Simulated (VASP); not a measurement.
Here is a VASP 6.6.1 calculation.

INCAR

```
SYSTEM = BAs
  ALGO = Normal
  EDIFF = 1E-6
  EDIFFG = -0.01
  ENCUT = 600
  GGA = PS
  IBRION = 2
  ISIF = 3
  ISMEAR = 0
  KPAR = 8
  LASPH = .TRUE.
  LCHARG = .FALSE.
  LREAL = .FALSE.
  LWAVE = .FALSE.
  NELM = 80
  NSW = 90
  PREC = Accurate
  SIGMA = 0.03
```

KPOINTS

```
k-points
0
G
  10 10 10
  0 0 0
```

POSCAR

```
BAs
1.0
    0.0000000000      2.3885000000      2.3885000000
    2.3885000000      0.0000000000      2.3885000000
    2.3885000000      2.3885000000      0.0000000000
B As
1 1
Direct
    0.0000000000      0.0000000000      0.0000000000
    0.2500000000      0.2500000000      0.2500000000
```

Potentials or basis: VASP PAW PBE potentials, release 64 (B, As).

Command:

```sh
$ cat potpaw_PBE.64/B/POTCAR potpaw_PBE.64/As/POTCAR > POTCAR
$ mpirun -np 8 vasp_std > vasp.out
```

(1) What does it give for the band gap on the k mesh?

Answers

(1) 1.08 eV, indirect (least direct gap 3.24 eV).

Caveat: the relaxation stopped at its first step, so nothing moved.
